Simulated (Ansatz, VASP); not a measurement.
## One calculation of PtSe2, two programs

```
Pt Se
1.0
     3.77986    0.00000    0.00000
    -1.88993    3.27346    0.00000
     0.00000    0.00000    5.06200
Pt Se
1 2
Cartesian
  0.0000 0.0000 0.0000
  0.0000 2.1823 1.2655
  1.8899 1.0912 3.7965
```

Change from the starting cell: strain +0.015 along x and y, +0.000 along z, atoms carried along.

Alike in both runs: task single point; functional PBE; k mesh 12 × 12 × 10; occupations gaussian, width 0.15 eV; no spin polarisation.

```csv
,VASP,Ansatz
version,VASP 6.6.1,Ansatz 0.2.0
potentials or method,"VASP PAW PBE potentials, release 64 (Pt, Se)","scalar-relativistic, plane waves, PAW"
plane-wave cutoff (eV),520,420
valence electrons in the cell,22,50
```

VASP gave:

* gap on the k mesh at the Fermi level (eV): none
* pressure (GPa): 2.8
* largest component of the traceless stress (GPa): 0.18
* rms of the force components (eV/Å): 0.112

Question: What did Ansatz give for the same quantities?

Answer: gap on the k mesh at the Fermi level (eV): none; pressure (GPa): 2.8; largest component of the traceless stress (GPa): 0.19; rms of the force components (eV/Å): 0.111.

Atom by atom the forces differ by 0.002 eV/Å (rms over components). A gap of «none» marks a metal or a gap that the smearing closes. The two sets of potentials don't hold the same shells in valence.

The runs have no spin-orbit coupling, so splittings on Pt are missing.
